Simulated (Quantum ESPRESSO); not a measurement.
# C under changes of volume

One of the cells (5.672 Å³/atom); the others are scaled copies at fixed shape and fractional positions:

```
C
1.0
     2.52210    0.00000    0.00000
    -1.26105    2.18420    0.00000
     0.00000    0.00000    8.23710
C
8
Direct
  0.66667 0.33333 0.84375
  0.33333 0.66667 0.34375
  0.66667 0.33333 0.65625
  0.33333 0.66667 0.15625
  0.00000 0.00000 0.90625
  0.00000 0.00000 0.40625
  0.00000 0.00000 0.59375
  0.00000 0.00000 0.09375
```

This is a hexagonal form of diamond, not graphite.

* Program: Quantum ESPRESSO 7.5
* Functional: r2SCAN
* Potentials or basis: SG15 PBE 1.2
* Cutoff: 1197 eV
* Density cutoff: 4789 eV
* k mesh: 9 × 9 × 3
* Occupations: fermi-dirac, width 0.05 eV
* Spin: no spin polarisation

```csv
volume (Å³/atom),energy over the lowest point (meV/atom),pressure (GPa),gap on the mesh (eV),largest force (eV/Å)
5.332,26.68,28.4,4.72,0.411
5.445,?,?,?,?
5.559,1.87,7.2,4.61,0.381
5.672,0.00,-1.9,4.56,0.366
5.785,4.32,-10.3,4.51,0.353
5.899,14.27,-17.8,4.46,0.339
6.012,29.35,-24.7,4.41,0.326
```

Task: What does the run at 5.445 Å³/atom give?

Result: Energy over the lowest point 10.54 meV/atom; pressure 17.3 GPa; gap on the mesh 4.66 eV; largest force 0.396 eV/Å.

Worked out: A Birch-Murnaghan fit of order 3 (a polynomial in V^(-2/3)) to the other rows has its minimum at 5.65 Å³/atom with B0 = V·E''(V) = 444 GPa and B' = 3.6 at fixed shape and positions, which overstates the stiffness. It gives 10.59 meV/atom at 5.445 Å³/atom, against the run's 10.54, and -dE/dV = 17.4 GPa, against 17.3. A straight line through the other rows of the gap, of slope -2.57 eV per unit of ln V, gives 4.67 eV, against the run's 4.66.

Energies are extrapolated to zero smearing.

Caveats: the potentials were made for another functional, which shifts forces and pressure; an odd mesh through Γ misses points on the zone boundary, where band edges often lie.
